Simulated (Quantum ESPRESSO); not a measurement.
The system is Hf.

```
Hf
1.0
     0.00000   -2.22000   -2.22000
     0.00000    2.22000   -2.22000
     4.44000    0.00000    0.00000
Hf
2
Direct
  0.51382 0.48086 0.50614
  0.98618 0.01914 0.99386
```

This isn't the form of Hf at room conditions, which is hcp.

```yaml
Program: Quantum ESPRESSO 7.5
Task: relaxation of the atoms
Functional: PBE
Dispersion: D3(BJ)
Potentials_or_basis: GBRV 1.5 PBEsol
Cutoff: 612 eV
Density_cutoff: 4898 eV
k_mesh: 6 × 6 × 4
Occupations: cold, width 0.05 eV
Spin: no spin polarisation
```

At the start: volume 21.88 Å³/atom.

Where does the relaxation end?

Over 9 steps the energy falls by 15.6 meV/atom; space group Fm-3m (No. 225, to 0.05 Å).

The path:
```
step  energy change (eV)  largest force (eV/Å)
   1              0.0000                0.5213
   2             -0.0099                0.4068
   3             -0.0182                0.2940
   4             -0.0260                0.1618
   5             -0.0302                0.0714
   6             -0.0306                0.0648
   7             -0.0308                0.0525
   8             -0.0310                0.0286
   9             -0.0311                0.0014
```

Final structure:
```xyz
2
Lattice="0.0000 -2.2200 -2.2200 0.0000 2.2200 -2.2200 4.4400 0.0000 0.0000" Properties=species:S:1:pos:R:3 pbc="T T T"
Hf    2.2201   -0.0067   -2.2197
Hf    4.4399   -2.2133   -2.2203
```

Caveat: the k mesh is coarse; the potentials were made for another functional, which shifts forces and pressure; pairwise dispersion overbinds metals, which lowers pressure and volume.
